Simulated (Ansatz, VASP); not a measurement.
**As in VASP and in Ansatz**

```xyz
2
Lattice="0.0000 3.0533 3.0533 3.0533 0.0000 3.0533 3.0533 3.0533 0.0000" Properties=species:S:1:pos:R:3 pbc="T T T"
As   -0.7633   -0.7633   -0.7633
As    0.7633    0.7633    0.7633
```

Alike in both runs: functional PBE; k mesh 12 × 12 × 12; occupations fermi-dirac, width 0.05 eV; no spin polarisation.

Ansatz relaxed the structure, and its values are those at the end. VASP's run is a single point on that final structure, the one shown.

|  | VASP | Ansatz |
| --- | --- | --- |
| version | VASP 6.6.1 | Ansatz 0.2.0 |
| potentials or method | VASP PAW PBE potentials, release 64 (As) | PAW with Ansatz's default frozen-core files, scalar-relativistic |
| plane-wave cutoff (eV) | 520 | 420 |
| valence electrons in the cell | 10 | 30 |

|  | VASP | Ansatz | Ansatz less VASP |
| --- | --- | --- | --- |
| pressure (GPa) | 0.1 | 0.0 | -0.11 |

The two sets of potentials don't hold the same shells in valence.
